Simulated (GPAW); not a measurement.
# BN (F-43m) in GPAW: further runs

Aim: see how the results for BN move with the level of theory and the settings. Levels: TB-mBJ, PBE, RPBE+D3(BJ). Tasks: single point, equation of state.

Everything below comes from runs of GPAW 26.7.0. Logs are shortened: lines on timing, memory, paths and dates and some standing lists are left out, and cuts for length are marked. The log counts tension as positive stress, the text compression.

**Measured values to compare with.**

A printed reference work, monograph reports, for a bulk crystal of BN at 300 K: band gap 6.4 eV (indirect).

From “Effect of nanostructuration on compressibility of cubic BN”, 2012, arxiv:1208.3664, for a bulk crystal of BN at 300 K: bulk modulus 395 ± 2 GPa.

The results are compared with them further down.

## 1. The crystal as given

The structure is cubic, space group F-43m (No. 216). The conventional cell has a = 3.626 Å, b = 3.626 Å, c = 3.626 Å, α = 90.00°, β = 90.00°, γ = 90.00°. Around N (site symmetry -43m) lie 4 B at 1.57 Å. Around B (site symmetry -43m) lie 4 N at 1.57 Å.

The cell is a database's computed one.

## 2. Single point, TB-mBJ

The input, run.py:

```python
import spglib
from ase import Atoms
from ase.dft.bandgap import bandgap
from ase.io import read, write
from gpaw import GPAW, PW

atoms = read('BN.cif')
cell, positions, numbers = spglib.find_primitive(
    (atoms.cell[:], atoms.get_scaled_positions(), atoms.numbers), symprec=1e-4)
atoms = Atoms(numbers, cell=cell, scaled_positions=positions, pbc=True)

calc = GPAW(mode=PW(800),
            xc='TB09',
            kpts={'size': (10, 10, 10), 'gamma': True},
            occupations={'name': 'fermi-dirac', 'width': 0.05},
            nbands=11,
            convergence={'density': 1e-05, 'energy': 1e-05},
            eigensolver='cg',
            maxiter=150,
            txt='gpaw.txt')
atoms.calc = calc
energy = atoms.get_potential_energy()
calc.write('gs.gpw')
write('result.traj', atoms)
print('Fermi level:', round(calc.get_fermi_level(), 4), 'eV')
print(f'Gap: {bandgap(calc)[0]:.4f} eV, direct: {bandgap(calc, direct=True)[0]:.4f} eV')
```

The input, BN.cif:

```cif
data_BN
_cell_length_a 3.62600200
_cell_length_b 3.62600200
_cell_length_c 3.62600200
_cell_angle_alpha 90.00000000
_cell_angle_beta 90.00000000
_cell_angle_gamma 90.00000000
_space_group_name_H-M_alt 'F-43m'
_space_group_name_Hall 'F -4 2 3'
_space_group_IT_number 216
loop_
_space_group_symop_operation_xyz
'x,y,z'
'y,-x,-z'
'-x,-y,z'
'-y,x,-z'
'x,-y,-z'
'y,x,z'
'-x,y,-z'
'-y,-x,z'
'z,x,y'
'-z,y,-x'
'z,-x,-y'
'-z,-y,x'
'-z,x,-y'
'z,y,x'
'-z,-x,y'
'z,-y,-x'
'y,z,x'
'-x,-z,y'
'-y,z,-x'
'x,-z,-y'
'-y,-z,x'
'x,z,y'
'y,-z,-x'
'-x,z,-y'
'x,y+1/2,z+1/2'
'y,-x+1/2,-z+1/2'
'-x,-y+1/2,z+1/2'
'-y,x+1/2,-z+1/2'
'x,-y+1/2,-z+1/2'
'y,x+1/2,z+1/2'
'-x,y+1/2,-z+1/2'
'-y,-x+1/2,z+1/2'
'z,x+1/2,y+1/2'
'-z,y+1/2,-x+1/2'
'z,-x+1/2,-y+1/2'
'-z,-y+1/2,x+1/2'
'-z,x+1/2,-y+1/2'
'z,y+1/2,x+1/2'
'-z,-x+1/2,y+1/2'
'z,-y+1/2,-x+1/2'
'y,z+1/2,x+1/2'
'-x,-z+1/2,y+1/2'
'-y,z+1/2,-x+1/2'
'x,-z+1/2,-y+1/2'
'-y,-z+1/2,x+1/2'
'x,z+1/2,y+1/2'
'y,-z+1/2,-x+1/2'
'-x,z+1/2,-y+1/2'
'x+1/2,y,z+1/2'
'y+1/2,-x,-z+1/2'
'-x+1/2,-y,z+1/2'
'-y+1/2,x,-z+1/2'
'x+1/2,-y,-z+1/2'
'y+1/2,x,z+1/2'
'-x+1/2,y,-z+1/2'
'-y+1/2,-x,z+1/2'
'z+1/2,x,y+1/2'
'-z+1/2,y,-x+1/2'
'z+1/2,-x,-y+1/2'
'-z+1/2,-y,x+1/2'
'-z+1/2,x,-y+1/2'
'z+1/2,y,x+1/2'
'-z+1/2,-x,y+1/2'
'z+1/2,-y,-x+1/2'
'y+1/2,z,x+1/2'
'-x+1/2,-z,y+1/2'
'-y+1/2,z,-x+1/2'
'x+1/2,-z,-y+1/2'
'-y+1/2,-z,x+1/2'
'x+1/2,z,y+1/2'
'y+1/2,-z,-x+1/2'
'-x+1/2,z,-y+1/2'
'x+1/2,y+1/2,z'
'y+1/2,-x+1/2,-z'
'-x+1/2,-y+1/2,z'
'-y+1/2,x+1/2,-z'
'x+1/2,-y+1/2,-z'
'y+1/2,x+1/2,z'
'-x+1/2,y+1/2,-z'
'-y+1/2,-x+1/2,z'
'z+1/2,x+1/2,y'
'-z+1/2,y+1/2,-x'
'z+1/2,-x+1/2,-y'
'-z+1/2,-y+1/2,x'
'-z+1/2,x+1/2,-y'
'z+1/2,y+1/2,x'
'-z+1/2,-x+1/2,y'
'z+1/2,-y+1/2,-x'
'y+1/2,z+1/2,x'
'-x+1/2,-z+1/2,y'
'-y+1/2,z+1/2,-x'
'x+1/2,-z+1/2,-y'
'-y+1/2,-z+1/2,x'
'x+1/2,z+1/2,y'
'y+1/2,-z+1/2,-x'
'-x+1/2,z+1/2,-y'
loop_
_atom_site_label
_atom_site_type_symbol
_atom_site_symmetry_multiplicity
_atom_site_Wyckoff_symbol
_atom_site_fract_x
_atom_site_fract_y
_atom_site_fract_z
_atom_site_occupancy
N1 N 4 d 0.2500000000 0.2500000000 0.7500000000 1
B1 B 4 a 0.0000000000 0.0000000000 0.0000000000 1
```

Potentials or basis: GPAW PAW data sets for LDA (gpaw-data 1.2.1), pw.

Command:

```sh
OMP_NUM_THREADS=1 python run.py
```

gpaw.txt:

```text
___ ___ ___ _ _ _
 |   |   |_  | | | |
 | | | | | . | | | |
 |__ |  _|___|_____|  26.7.0
 |___|_|

Input parameters:
  convergence: {density: 1e-05,
                energy: 1e-05}
  eigensolver: cg
  kpts: {gamma: True,
         size: (10, 10, 10)}
  maxiter: 150
  mode: {ecut: 800.0,
         name: pw}
  nbands: 11
  occupations: {name: fermi-dirac,
                width: 0.05}
  xc: TB09

System changes: positions, numbers, cell, pbc, initial_charges, initial_magmoms

Initialize ...

species:
  N:
    name:    Nitrogen
    Z:       7.0
    valence: 5
    core:    2
    charge:  0.0  # [|e|]
    compensation charges:
      type: gauss
      rc: 0.18  # [Å]
      lmax: 2
    cutoffs:
      filter: 1.11  # [Å]
      core: 0.96  # [Å]
    projectors
    | kind |    occ | energy [eV] | rcut [Å] |
    |------|--------|-------------|----------|
    |   2s |  2.000 |     -18.420 |    0.603 |
    |   2p |  3.000 |      -7.237 |    0.529 |
    |    s |        |       8.791 |    0.603 |
    |    p |        |      19.974 |    0.529 |
    |    d |        |       0.000 |    0.577 |

    Using partial waves for N as LCAO basis

  B:
    name:    Boron
    Z:       5.0
    valence: 3
    core:    2
    charge:  0.0  # [|e|]
    compensation charges:
      type: gauss
      rc: 0.20  # [Å]
      lmax: 2
    cutoffs:
      filter: 1.14  # [Å]
      core: 1.42  # [Å]
    projectors
    | kind |    occ | energy [eV] | rcut [Å] |
    |------|--------|-------------|----------|
    |   2s |  2.000 |      -9.383 |    0.635 |
    |   2p |  1.000 |      -3.714 |    0.635 |
    |    s |        |      17.828 |    0.635 |
    |    p |        |      23.498 |    0.635 |
    |    d |        |       0.000 |    0.635 |

    Using partial waves for B as LCAO basis

Reference energy: -2133.488728  # eV

Spin-paired calculation

Convergence criteria:
 Maximum [total energy] change in last 3 cyles: 1e-05 eV / valence electron
 Maximum integral of absolute [dens]ity change: 1e-05 electrons / valence electron
 Maximum integral of absolute [eigenst]ate change: 4e-08 eV^2 / valence electron
 Maximum number of scf [iter]ations: 150
 (Square brackets indicate name in SCF output, whereas a 'c' in
 the SCF output indicates the quantity has converged.)

Symmetries present (total): 24

  ( 1  0  0)  ( 1  0  0)  ( 1  0 -1)  ( 1  0 -1)  ( 1 -1  0)  ( 1 -1  0)
  ( 0  1  0)  ( 0  0  1)  ( 0  1 -1)  ( 0  0 -1)  ( 0 -1  1)  ( 0 -1  0)
  ( 0  0  1)  ( 0  1  0)  ( 0  0 -1)  ( 0  1 -1)  ( 0 -1  0)  ( 0 -1  1)

  ( 0  1  0)  ( 0  1  0)  ( 0  1 -1)  ( 0  1 -1)  ( 0  0  1)  ( 0  0  1)
  ( 1  0  0)  ( 0  0  1)  ( 1  0 -1)  ( 0  0 -1)  ( 1  0  0)  ( 0  1  0)
  ( 0  0  1)  ( 1  0  0)  ( 0  0 -1)  ( 1  0 -1)  ( 0  1  0)  ( 1  0  0)

  ( 0  0 -1)  ( 0  0 -1)  ( 0 -1  1)  ( 0 -1  1)  ( 0 -1  0)  ( 0 -1  0)
  ( 1  0 -1)  ( 0  1 -1)  ( 1 -1  0)  ( 0 -1  0)  ( 1 -1  0)  ( 0 -1  1)
  ( 0  1 -1)  ( 1  0 -1)  ( 0 -1  0)  ( 1 -1  0)  ( 0 -1  1)  ( 1 -1  0)

  (-1  1  0)  (-1  1  0)  (-1  0  1)  (-1  0  1)  (-1  0  0)  (-1  0  0)
  (-1  0  1)  (-1  0  0)  (-1  1  0)  (-1  0  0)  (-1  1  0)  (-1  0  1)
  (-1  0  0)  (-1  0  1)  (-1  0  0)  (-1  1  0)  (-1  0  1)  (-1  1  0)

1000 k-points: 10 x 10 x 10 Monkhorst-Pack grid + [1/20,1/20,1/20]
47 k-points in the irreducible part of the Brillouin zone
       k-points in crystal coordinates                weights
   0:     0.00000000    0.00000000    0.00000000          1/1000
   1:     0.10000000    0.10000000    0.00000000          6/1000
   2:     0.10000000    0.10000000    0.10000000          8/1000
   3:     0.20000000    0.10000000    0.10000000         12/1000
   4:     0.20000000    0.20000000    0.00000000          6/1000
   5:     0.20000000    0.20000000    0.10000000         24/1000
   6:     0.20000000    0.20000000    0.20000000          8/1000
   7:     0.30000000    0.20000000    0.10000000         24/1000
   8:     0.30000000    0.20000000    0.20000000         24/1000
   9:     0.30000000    0.30000000    0.00000000          6/1000
          ...
  46:     0.50000000    0.50000000    0.50000000          4/1000

Wave functions: Plane wave expansion
  Cutoff energy: 800.000 eV
  Number of coefficients (min, max): 600, 622
  Pulay-stress correction: 0.000000 eV/Ang^3 (de/decut=0.000000)
  Using FFTW library
  ScaLapack parameters: grid=1x1, blocksize=None
  Wavefunction extrapolation:
    Improved wavefunction reuse through dual PAW basis

Occupation numbers: Fermi-Dirac:
  width: 0.0500  # eV

Eigensolver
   CG(niter=4, rtol=3.0e-01)

Densities:
  Coarse grid: 18*18*18 grid
  Fine grid: 36*36*36 grid
  Total Charge: 0.000000

Density mixing:
  Method: separate
  Backend: msr1
  Linear mixing parameter: 0.05
  old densities: 10
  Width of damping distribution: 1.1
  Damping of long wavelength oscillations: 20

Hamiltonian:
  XC and Coulomb potentials evaluated on a 36*36*36 grid
  Using the TB09 Exchange-Correlation functional
  External potential:
    NoExternalPotential

XC parameters: TB09 with 2 nearest neighbor stencil

Number of atoms: 2
Number of atomic orbitals: 8
Number of bands in calculation: 11
Number of valence electrons: 8
Bands to converge: occupied

... initialized

Initializing position-dependent things.

Density initialized from atomic densities
Creating initial wave functions:
  8 bands from LCAO basis set
  3 bands from random numbers

                N

       B

Atomic positions and initial magnetic moments

Positions:
   0 N      2.719501    2.719501    2.719501    ( 0.0000,  0.0000,  0.0000)
   1 B      0.000000    0.000000    0.000000    ( 0.0000,  0.0000,  0.0000)

Unit cell:
           periodic     x           y           z      points  spacing
  1. axis:    yes    0.000000    1.813001    1.813001    18     0.1163
  2. axis:    yes    1.813001    0.000000    1.813001    18     0.1163
  3. axis:    yes    1.813001    1.813001    0.000000    18     0.1163

  Lengths:   2.563971   2.563971   2.563971
  Angles:   60.000000  60.000000  60.000000

Effective grid spacing dv^(1/3) = 0.1269

iter:   1   258.173338
iter:   2   260.461331   +1.25  -0.63
iter:   3   259.352146   +0.33  -0.89
iter:   4   261.027103   -0.39  -0.78
iter:   5   261.978921   -0.45  -0.98
iter:   6   263.806541   -0.50  -1.10
iter:   7   264.849262   -0.49  -1.43
iter:   8   267.039496   -0.56  -1.66
iter:   9   265.189560   -0.27  -1.58
iter:  10   265.376018   -0.43  -1.85
iter:  11   264.918107   -1.38  -1.72
[... 16 lines left out ...]
iter:  28   264.970573   -4.51  -2.94
iter:  29   264.956303   -4.40  -3.31
iter:  30   264.943162   -4.56  -3.56
iter:  31   264.948235   -5.31  -3.97
iter:  32   264.944723   -5.62  -3.89
iter:  33   264.947587   -5.92  -4.41
iter:  34   264.944700   -6.05  -4.33
iter:  35   264.944908   -6.09  -4.75
iter:  36   264.944671   -6.82  -4.67
iter:  37   264.944458   -7.14  -4.99
iter:  38   264.943826   -7.44c -4.91
iter:  39   264.943631   -7.35  -5.73c
iter:  40   264.943543   -8.21c -5.65c
iter:  41   264.943565   -8.60c -5.71c
iter:  42   264.943471   -8.63c -5.53c
iter:  43   264.943601   -8.65c -5.80c
iter:  44   264.943560   -8.95c -5.72c
iter:  45   264.943494   -8.61c -6.06c
iter:  46   264.943518c  -8.59c -6.88c

Converged after 46 iterations.

Dipole moment: (1.571486, 1.571486, 1.571486) |e|*Ang

Energy contributions relative to reference atoms: (reference = -2133.488728)

Kinetic:         +5.705957
Potential:       -3.761985
External:        +0.000000
XC:            +263.032840
Entropy (-ST):   -0.000000
Local:           -0.033295
SIC:             +0.000000
--------------------------
Free energy:   +264.943518
Extrapolated:  +264.943518

Showing only first 2 kpts
 Kpt  Band  Eigenvalues  Occupancy
  0     2      9.78553    2.00000
  0     3      9.78558    2.00000
  0     4     20.13279    0.00000
  0     5     20.13279    0.00000

  1     2      9.10983    2.00000
  1     3      9.10986    2.00000
  1     4     19.61105    0.00000
  1     5     21.13176    0.00000

Fermi level: 11.36311

Gap: 5.830 eV
Transition (v -> c):
  (s=0, k=0, n=3, [0.00, 0.00, 0.00]) -> (s=0, k=41, n=4, [0.50, 0.50, 0.00])
Direct/indirect transitions are different
Direct gap: 10.347 eV
Transition at: (s=0, k=0, n=3, [0.00, 0.00, 0.00])
Writing to gs.gpw (mode='')
```

It took 39 s on 1 thread of Arm Neoverse V1, shared host; peak memory 0.18 GiB.

What came out:

```yaml
Band_gap_on_the_k_mesh: 5.83 eV, indirect (least direct gap 10.35 eV)
```

Levels at points of the mesh, in eV from the valence-band top:
```tsv
k point	band 1	band 2	band 3	band 4	band 5	band 6	band 7
(0.00, 0.00, 0.00)	-20.47	0.00	0.00	0.00	10.35	10.35	10.35
(0.50, 0.50, 0.00)	-15.27	-8.70	-4.60	-4.60	5.83	10.18	20.13
(0.50, 0.50, 0.50)	-16.58	-10.20	-1.80	-1.80	11.01	12.16	12.16
```

Caveat: a model potential gives levels but no total energy; the PAW data sets were made with another functional, which shifts forces and pressure a little.

(Part 1 of 2 ends here.)
